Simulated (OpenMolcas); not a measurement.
CHF3 (trifluoromethane): methods side by side

CHF3 has 5 atoms, charge 0, and is taken as a singlet. As SMILES, `FC(F)F`. Geometry: relaxed at PBE0-D4/def2-TZVP.

```xyz
5

F    -0.6686   -0.3297    1.0792
C     0.0195    0.0564    0.0068
F     1.0474   -0.7738   -0.1575
F    -0.7726   -0.0351   -1.0594
H     0.3744    1.0822    0.1309
```

Each level gives the energy change with the C2–H5 bond stretched from 1.093 to 2.404 Å (eV). The values are calculated.

```csv
level,kind,program,value (eV)
HF/def2-SVPD (unrestricted),Hartree–Fock,OpenMolcas,3.94
SVWN5/def2-SVPD (restricted),LDA,OpenMolcas,4.46
M06-L/def2-SVPD (restricted),meta-GGA,OpenMolcas,4.74
r2SCAN/def2-SVPD (restricted),meta-GGA,OpenMolcas,4.73
B3LYP/def2-SVPD (restricted),global hybrid,OpenMolcas,4.82
BHLYP/def2-SVPD (restricted),global hybrid,OpenMolcas,?
PBE0/def2-SVPD (restricted),global hybrid,OpenMolcas,?
MP2/def2-SVPD (restricted),perturbation theory,OpenMolcas,5.03
```

Question: Estimate the missing values from the other rows.

Answer: As computed at these levels: BHLYP/def2-SVPD (restricted): 5.51 eV; PBE0/def2-SVPD (restricted): 5.02 eV. The first shape isn't each level's own minimum. The values span 3.94 to 5.51 eV. Spin contamination of the reference (⟨S²⟩ at least 0.1 too high) touches HF/def2-SVPD.
